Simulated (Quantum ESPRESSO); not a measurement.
MgS and the effect of the dispersion correction

The cell as given:

The structure is cubic, space group F-43m (No. 216). Conventional cell: a = 5.666 Å, b = 5.666 Å, c = 5.666 Å, α = 90.00°, β = 90.00°, γ = 90.00°. Around S (site symmetry -43m) lie 4 Mg at 2.45 Å. Mg (site symmetry -43m) has 4 S at 2.45 Å as nearest neighbours.

The cell comes from a database or a generator and needn't be the stable form of this composition.

Kept alike: task relaxation of cell and atoms; functional PBEsol; k mesh 8 × 8 × 8; occupations fermi-dirac, width 0.05 eV; no spin polarisation. Program: Quantum ESPRESSO, GBRV 1.5 PBEsol, cutoff 612 eV. The mesh is that of the run's cell of 2 atoms. No spin-orbit coupling.

| dispersion correction | band gap (eV) | volume (Å³/atom) |
| --- | --- | --- |
| D3(zero) | 3.432 | 22.059 |
| D3(BJ) | 3.457 | 21.946 |
| D4 | 3.409 | 22.162 |
| none | 3.329 | 22.525 |
| rVV10 | 3.271 | 22.066 |

Gaps hold for each row's own relaxed cell. The relaxations keep at least the cell's symmetry (F-43m). Relaxations stop with a little pressure left, so the last digits of a volume or edge aren't settled. A gap read on the mesh alone can miss an edge between its points.

Q: What does the dispersion correction change here?

A: The band gap runs from 3.271 (rVV10) to 3.457 eV (D3(BJ)). The volume runs from 21.946 (D3(BJ)) to 22.525 Å³/atom (none). Against no correction: D3(zero) -2.1 %; D3(BJ) -2.6 %; D4 -1.6 %; rVV10 -2.0 %. Dispersion terms mostly attract and so lower the volume; the schemes' coefficients and damping set how far.
